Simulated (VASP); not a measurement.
GaN: relaxation of shape and atoms at fixed volume with PBE+D3(BJ)

The system is GaN.

```
Ga N
1.0
     3.23773    0.00000    0.00000
    -1.61886    2.80395    0.00000
     0.00000    0.00000    5.27750
Ga N
2 2
Direct
  0.33333 0.66667 0.99921
  0.66667 0.33333 0.49921
  0.33333 0.66667 0.37579
  0.66667 0.33333 0.87579
```

The cell isn't the ideal one: a relaxed cell with its volume scaled by 1.04.

- Program: VASP 6.6.1
- Task: relaxation of shape and atoms at fixed volume
- Functional: PBE
- Dispersion: D3(BJ)
- Potentials or basis: VASP PAW PBE potentials, release 64 (Ga_d, N)
- Cutoff: 600 eV
- k mesh: 12 × 12 × 5
- Occupations: gaussian, width 0.03 eV
- Spin: no spin polarisation
- Further INCAR settings: ALGO = Normal; EDIFF = 1e-07; IBRION = 2; EDIFFG = -0.01; NSW = 40; ISIF = 4

| Quantity | Value |
| --- | --- |
| Pressure after relaxing | -6.5 GPa |
| Largest force after relaxing | 0.006 eV/Å |
| Band gap on the k mesh | 1.59 eV, direct |
| Dispersion energy per atom | -0.242 eV |

Forces on the atoms (eV/Å):
```
Ga   0.000  0.000 -0.006
Ga   0.000  0.000 -0.006
N    0.000  0.000  0.006
N    0.000  0.000  0.006
```

Final structure:
```yaml
crystal:
  lattice:
    - [3.23773, 0.00000, 0.00000]
    - [-1.61886, 2.80395, 0.00000]
    - [0.00000, 0.00000, 5.27750]
  atoms:
    - { symbol: Ga, position: [0.33333, 0.66667, 0.99921] }
    - { symbol: Ga, position: [0.66667, 0.33333, 0.49921] }
    - { symbol: N, position: [0.33333, 0.66667, 0.37579] }
    - { symbol: N, position: [0.66667, 0.33333, 0.87579] }
```

Levels at points of the mesh, in eV from the valence-band top:
```csv
k point,band 15,band 16,band 17,band 18,band 19,band 20,band 21,band 22
"(0.00, 0.00, 0.00)",-0.97,-0.04,0.00,0.00,1.59,3.95,8.91,9.63
"(0.50, 0.00, 0.00)",-3.99,-2.57,-2.07,-0.94,4.93,5.25,5.93,8.19
```

It took 2 min on 1 thread of Intel(R) Xeon(R) Platinum 8259CL CPU @ 2.50GHz (Skylake/Cascade Lake), on a shared host, peak memory 0.22 GiB.

Caveat: the relaxation stopped at its first step, so nothing moved.
